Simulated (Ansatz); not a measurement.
Polymorphs of Si₄Ge

All numbers below come from DFT PBE, scalar-relativistic, plane waves, PAW (Ansatz). All cells share a 420 eV cutoff and Γ-centred k meshes spaced at most about 0.3 Å⁻¹ (about 0.25 or finer for metals, 2π included). No spin polarisation.

Energies over the elements count from the elements' standard structures at the same level, with no fitted energy shifts.

All energies are static (0 K, no zero-point motion). The comparison covers the computed candidates alone. Kohn–Sham gaps at this level usually fall short of measured ones.

Invented guesses were relaxed alike, and ends that match in structure were merged. ΔE counts from the first row. Coordination counts Si atoms around Ge (those within 1.25 times the shortest such distance or 1.15 times the sum of covalent radii; a plus sign parts nearer from farther groups; the shortest distance is added where it is long for a bond). The ends were matched against large subsets of the Crystallography Open Database and the Materials Project, so a missing match doesn't prove that a structure is unreported.

```
#                         reached from  type and space group  atoms  Å³/atom       coordination  ΔE (meV/atom)  gap on mesh (eV)  in databases
1  a cell proposed by chemical analogy       I4_1/a (No. 88)     10     21.0               Ge 4              0              0.72      no match
2  a cell proposed by chemical analogy        R-3m (No. 166)     10     21.0               Ge 3              2              0.51      no match
3  a cell proposed by chemical analogy        R-3m (No. 166)     10     21.1               Ge 1              3              0.36      no match
4  a cell proposed by chemical analogy        R-3m (No. 166)     10     21.0               Ge 4              4              0.55      no match
5       Si and Ge ordered on fcc sites         I4/m (No. 87)      5     16.0  Ge 4+8 from 2.7 Å            451              0.00      no match
6       Si and Ge ordered on hcp sites    P6_3/mmc (No. 194)     10     15.5    Ge 6 from 3.0 Å            498              0.00      no match
7       Si and Ge ordered on fcc sites      I4/mmm (No. 139)      5     15.7    Ge 8 from 3.1 Å            508              0.00      no match
8                   CrGa4 type (Im-3m)       Im-3m (No. 229)      5     19.1               Ge 8            811              0.00      no match
```

The first two are tied within the noise. The first: Space group I4_1/a (No. 88), tetragonal, a = 8.728 Å, c = 5.520 Å. Si is surrounded by 3 Si at 2.37 Å and 1 Ge at 2.42 Å; around Ge lie 4 Si at 2.42 Å. Its energy over the elements is +0.008 eV/atom. The formation energy is too near zero to say whether this cell lies below the elements. An observed structure of this formula, if there is one, may be missing.

```
Si Ge
1.0
    -4.36388    4.36388    2.76011
     4.36388   -4.36388    2.76011
     4.36388    4.36388   -2.76011
Si Ge
8 2
Cartesian
  1.7619 0.8868 1.4093
  3.4771 1.7619 0.0293
  2.6020 -0.8868 2.7308
  0.8868 2.6020 2.7894
  5.2506 2.6020 1.3508
  1.7619 5.2506 -0.0293
  -0.8868 1.7619 4.1109
  2.6020 3.4771 -1.3508
  0.0000 4.3639 1.3801
  0.0000 0.0000 0.0000
```

The second: Space group R-3m (No. 166), trigonal, a = 3.905 Å, c = 47.804 Å. Around Si on its first site lie 4 Si at 2.37–2.38 Å; Si on its second site is surrounded by 4 Si at 2.36–2.38 Å; Si on its third site is surrounded by 1 Si at 2.36 Å and 3 Ge at 2.40 Å; Ge is surrounded by 3 Si at 2.40 Å and 1 Ge at 2.48 Å; 1 more site not described. Counting Si atoms around Ge, the first has Ge 4 and the second has Ge 3. Cells relaxed within their symmetry can be saddle points.

```cif
data_structure
_symmetry_space_group_name_H-M 'R-3m:H'
_symmetry_Int_Tables_number 166
_cell_length_a 3.9052
_cell_length_b 3.9052
_cell_length_c 47.8038
_cell_angle_alpha 90.000
_cell_angle_beta 90.000
_cell_angle_gamma 120.000
_cell_volume 631.36
loop_
_atom_site_label
_atom_site_type_symbol
_atom_site_symmetry_multiplicity
_atom_site_Wyckoff_symbol
_atom_site_fract_x
_atom_site_fract_y
_atom_site_fract_z
_atom_site_occupancy
Si1 Si 6 c 0.33333 0.66667 0.89103 1
Si2 Si 6 c 0.66667 0.33333 0.90727 1
Si3 Si 6 c 0.66667 0.33333 0.95673 1
Si4 Si 6 c 0.33333 0.66667 0.84145 1
Ge1 Ge 6 c 0.00000 0.00000 0.97401 1
```

The four lowest cells are nearly degenerate even though Ge has anywhere from one to four Si neighbours, so the energy barely depends on how the two elements are arranged. Si and Ge are isovalent, similar in electronegativity and close in size, so exchanging them on a fourfold network costs little charge transfer or strain. In the two cells described, the bonds stay near their usual covalent lengths. This fits the known behaviour of Si–Ge as a solid solution, where configurational entropy favours disorder over any one ordered compound.

The metallic cells lie at least 451 meV/atom higher, probably because their packing gives up directed sp³ bonds and the bonding–antibonding gap that comes with them. Density alone doesn't set the penalty: the CrGa4-type cell is the least compact of these four, yet the highest in energy.

Among the semiconductors, the gap doesn't follow Ge coordination alone, since the two cells with Ge 4 differ. Band folding by the ordering may contribute, as may k-point sampling of the band edges.
